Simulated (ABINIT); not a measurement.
Crystal: MgS (Niningerite).

```xyz
2
Lattice="0.0000 2.6016 2.6016 2.6016 0.0000 2.6016 2.6016 2.6016 0.0000" Properties=species:S:1:pos:R:3 pbc="T T T"
S     2.6016    2.6016    2.6016
Mg    0.0000    0.0000    0.0000
```

```yaml
Program: ABINIT 10.8.3 (patched build)
Task: single point
Functional: PBE
Potentials_or_basis: JTH PAW PBE v2.0
Cutoff: 544 eV
k_mesh: 9 × 9 × 9
Occupations: fermi-dirac, width 0.05 eV
Spin: no spin polarisation
```

On this cell: pressure 1.1 GPa; largest force zero by symmetry; band gap on the k mesh 2.91 eV, indirect (least direct gap 3.71 eV).

The same run follows on a disturbed copy (atoms moved at random, drawn with an rms of 0.05 Å):

```xyz
2
Lattice="0.0000 2.6016 2.6016 2.6016 0.0000 2.6016 2.6016 2.6016 0.0000" Properties=species:S:1:pos:R:3 pbc="T T T"
S     2.6362    2.6247    2.6092
Mg   -0.0517    0.0080    0.0170
```

Problem. What changes?

Solution. The energy moves by +5.6 meV/atom; pressure 1.3 GPa; largest force 0.257 eV/Å; band gap on the k mesh 2.91 eV, indirect (least direct gap 3.70 eV).

Forces on the atoms (eV/Å):
```
S   -0.252 -0.042  0.024
Mg   0.252  0.042 -0.024
```

Stress tensor (GPa, compression positive):
```
 1.92 -0.03  0.01
-0.03  1.02  0.01
 0.01  0.01  1.00
```

Caveats: an odd mesh through Γ misses points on the zone boundary, where band edges often lie.
